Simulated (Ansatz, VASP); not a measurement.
## Two plane-wave programs on TePt

```
Te Pt
1.0
     4.11100    0.00000    0.00000
    -2.05550    3.56023    0.00000
     0.00000    0.00000    5.44600
Te Pt
2 2
Direct
  0.33333 0.66667 0.25000
  0.66667 0.33333 0.75000
  0.00000 0.00000 0.00000
  0.00000 0.00000 0.50000
```

Alike in both runs: task single point; functional PBEsol; k mesh 5 × 5 × 4; occupations gaussian, width 0.05 eV; collinear spin; Hubbard terms Pt d U = 1.0 eV.

|  | VASP | Ansatz |
| --- | --- | --- |
| version | VASP 6.6.1 | Ansatz 0.2.0 |
| potentials or method | VASP PAW PBE potentials, release 64 (Te, Pt) | scalar-relativistic, plane waves, PAW |
| plane-wave cutoff (eV) | 520 | 420 |
| valence electrons in the cell | 32 | 68 |

|  | VASP | Ansatz | Ansatz less VASP |
| --- | --- | --- | --- |
| gap on the k mesh at the Fermi level (eV) | none | none | - |
| pressure (GPa) | 9.8 | 11.0 | +1.25 |
| largest component of the traceless stress (GPa) | 0.56 | 0.77 | +0.205 |
| net moment per atom (μB) | 0.00 | 0.00 | 0.000 |

The programs project onto different local orbitals, so the same U acts differently. A gap of «none» marks a metal or a gap that the smearing closes. The two sets of potentials don't hold the same shells in valence. Ansatz warned: «filled_band_counts_differ_across_k_points».

Caveats: the PAW data sets were made with another functional, which shifts forces and pressure a little (VASP); the U is typed as a test and isn't derived for this compound. Spin-orbit coupling is left out, which matters for the levels of Pt, Te. The state reached can hang on the start; a lower one may exist.
